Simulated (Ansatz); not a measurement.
Ga under changes of volume

One of the cells (18.685 Å³/atom); the others are scaled copies at fixed shape and fractional positions:

```
Ga
1.0
     1.45000   -4.06500    0.00000
     1.45000    4.06500    0.00000
     0.00000    0.00000    3.17000
Ga
2
Direct
  0.13300 0.86700 0.75000
  0.86700 0.13300 0.25000
```

This isn't the form of Ga at room conditions, which is orthorhombic.

```yaml
Program: Ansatz 0.2.0
Functional: LDA
Potentials_or_basis: all-electron LAPW, scalar-relativistic
Cutoff: 258 eV (chosen from the basis error)
Basis_error_allowed: 0.001 eV/atom
k_mesh: 10 × 10 × 8
Occupations: fermi-dirac, width 0.05 eV
Spin: no spin polarisation
```

```tsv
volume (Å³/atom)	energy over the lowest point (meV/atom)	pressure (GPa)	largest force (eV/Å)
17.564	0.00	-0.7	0.223
17.937	3.15	-2.0	0.215
18.311	9.12	-3.1	0.207
18.685	17.55	-4.0	0.199
19.058	28.10	-4.9	0.191
19.432	40.48	-5.6	0.182
19.806	?	?	?
```

**Question.** What does the run at 19.806 Å³/atom give?

**Answer.** Energy over the lowest point 54.41 meV/atom; pressure -6.2 GPa; largest force 0.172 eV/Å.

Worked out: A Birch-Murnaghan fit of order 3 (a polynomial in V^(-2/3)) to the other rows has its minimum at 17.39 Å³/atom, just outside them, with B0 = V·E''(V) = 69 GPa and B' = 5.6 at fixed shape and positions, which overstates the stiffness. It gives 54.46 meV/atom at 19.806 Å³/atom, against the run's 54.41, and -dE/dV = -6.3 GPa, against -6.2.

Energies are extrapolated to zero smearing.
